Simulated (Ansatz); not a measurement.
## Calculated ¹⁷O NMR of the central transition for HfSiO4 under strain

Cell: a structure deposited in the COD, relaxed with PBE at fixed cell and then changed (z stretched by 1 %, ions relaxed).

```xyz
12
Lattice="-3.2862 3.2862 3.0114 3.2862 -3.2862 3.0114 3.2862 3.2862 -3.0114" Properties=species:S:1:pos:R:3 pbc="T T T"
Hf    0.0000    3.2862    1.5057
Hf    0.0000    0.0000    0.0000
Si    3.2862    0.0000    1.5057
Si    0.0000    0.0000    3.0114
O     3.2862    2.0697   -1.0872
O     4.5028    0.0000    0.4185
O     0.0000    1.2166    1.9242
O     2.0697    0.0000    0.4185
O     3.2862    1.2166    2.5929
O     1.2166    0.0000    4.0986
O     3.2862   -1.2166    2.5929
O     2.0697    3.2862    1.0872
```

Sites (sets of like atoms) are named by element and the number of their first atom in this list.

Computed with Ansatz: DFT, PBE, plane waves and PAW, scalar-relativistic, 420 eV cutoff, Γ-centred 7×7×7 k-points, Fermi–Dirac smearing 0.02 eV.

¹⁷O has I = 5/2 and Q = -25.58 mb (Pyykkö 2018); at 14.1 T its Larmor frequency is ν₀ = 81.4 MHz. Only the quadrupole interaction is simulated: positions count from each site's isotropic chemical shift, and J coupling is left out, as are shift anisotropy and dipolar coupling, which fast spinning averages.

Simulated pattern of one O site (fast magic-angle spinning, Gaussian broadening 0.06 kHz):

```tsv
offset (kHz)	height
-2.039	0
-1.946	4
-1.853	9
-1.760	17
-1.667	21
-1.574	22
-1.481	24
-1.388	26
-1.295	28
-1.202	32
-1.109	47
-1.017	100
-0.924	90
-0.831	93
-0.738	69
-0.645	55
-0.552	47
-0.459	42
-0.366	38
-0.273	35
-0.180	33
-0.087	30
0.006	11
0.099	0
```

**Question.** Which |C_Q| and η does the pattern imply?

**Answer.** The pattern spans 1.94 kHz before broadening and its centre of gravity is at -0.856 kHz, which fixes P_Q; the places of the horns and steps fix η. That gives P_Q = 3.41 MHz, |C_Q| = 3.08 MHz and η = 0.82. The sign of C_Q can't be read from the pattern.

Without spin–orbit coupling the gradients at and beside Hf can be off by some per cent, at some sites by more.

The relaxation (3 steps) took 17 s of wall time (57 s of CPU time) and 0.76 GiB at its peak, on 4 threads of Intel Xeon Platinum 8488C (Sapphire Rapids) (x86_64; 16 cores open to the job, memory cap 8.0 GiB, no GPU), a shared host with a load of 0.5 a core.
